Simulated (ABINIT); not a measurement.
The system is MoP.

```xyz
2
Lattice="3.2230 0.0000 0.0000 -1.6115 2.7912 0.0000 0.0000 0.0000 3.1910" Properties=species:S:1:pos:R:3 pbc="T T T"
Mo    0.0000    0.0000    0.0000
P     0.0000    1.8608    1.5955
```

Base run:

* Program: ABINIT 10.8.3 (patched build)
* Functional: PBE
* Potentials or basis: JTH PAW PBE v2.0
* Cutoff: 544 eV
* k mesh: 13 × 13 × 10
* Occupations: fermi-dirac, width 0.05 eV
* Spin: no spin polarisation

Its results: band gap on the k mesh none (metal or under the smearing width); pressure 2.9 GPa.

After a change of settings the same cell gave: band gap on the k mesh none (metal or under the smearing width); pressure -7.1 GPa. Which change was it?
A. potentials or basis from JTH PAW PBE v2.0 to PseudoDojo NC SR PBE v0.5 standard; cutoff from 544 eV to 1088 eV; k mesh from 13 × 13 × 10 to 10 × 10 × 8
B. functional from PBE to LDA; potentials or basis from JTH PAW PBE v2.0 to JTH PAW LDA v2.0
C. functional from PBE to rPW86PBE; k mesh from 13 × 13 × 10 to 10 × 10 × 8
D. k mesh from 13 × 13 × 10 to 4 × 4 × 3

B.
